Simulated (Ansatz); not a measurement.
# Ag: the cost of one run

Computed with Ansatz 0.2.0 (DFT PBE, scalar-relativistic, unless a step's input says otherwise).

## 1. The structure to begin with

It takes space group Fm-3m (No. 225, cubic). The conventional cell has a = 4.086 Å, b = 4.086 Å, c = 4.086 Å, α = 90.00°, β = 90.00°, γ = 90.00°. Ag (site symmetry m-3m) has 12 Ag at 2.89 Å as nearest neighbours.

As a file:

```
CELL_PARAMETERS angstrom
0.00000 2.04310 2.04310
2.04310 0.00000 2.04310
2.04310 2.04310 0.00000
ATOMIC_POSITIONS crystal
Ag 0.00000 0.00000 0.00000
```

The cell is a deposited one (Crystallography Open Database entry 9008459); the temperature and pressure of the measurement aren't taken into account, and nothing was relaxed.

## 2. All-electron LAPW

Contents of input.yaml:

```yaml
crystal:
  lattice:
    - [0.0, 2.0431, 2.0431]
    - [2.0431, 0.0, 2.0431]
    - [2.0431, 2.0431, 0.0]
  atoms:
    - { symbol: Ag, position: [0.0, 0.0, 0.0] }
kpoints:
  mp_grid: { grid: [15, 15, 15] }
  band_path:
    path:
      - [0.0, 0.0, 0.0]
      - [0.5, 0.0, 0.5]
      - [0.625, 0.25, 0.625]
      - [0.375, 0.375, 0.75]
      - [0.0, 0.0, 0.0]
      - [0.5, 0.5, 0.5]
      - [0.5, 0.25, 0.75]
      - [0.5, 0.0, 0.5]
    npoints: 14
scf:
  occupations: { method: fermi_dirac, width: 0.05 }
hamiltonian:
  xc: pbe
  pseudopotentials: { kind: all_electron, lapw: { basis_error: 0.001 } }
output:
  forces: true
  stress: true
  eigenvalues: true
  populations: true
  dos: { projected: true, de: 0.2, e_range: [-14, 8] }
```

Launch:

```console
> ansatz run input.yaml --threads 1 --pin off --max-ram 3072MiB --backend cpu --events-out ev --progress --plain --runs-dir out
```

What time and memory should one allow on 1 thread of Intel Xeon 6975P-C (Granite Rapids), shared host?

About 6.2 s, with a peak of 0.32 GiB.
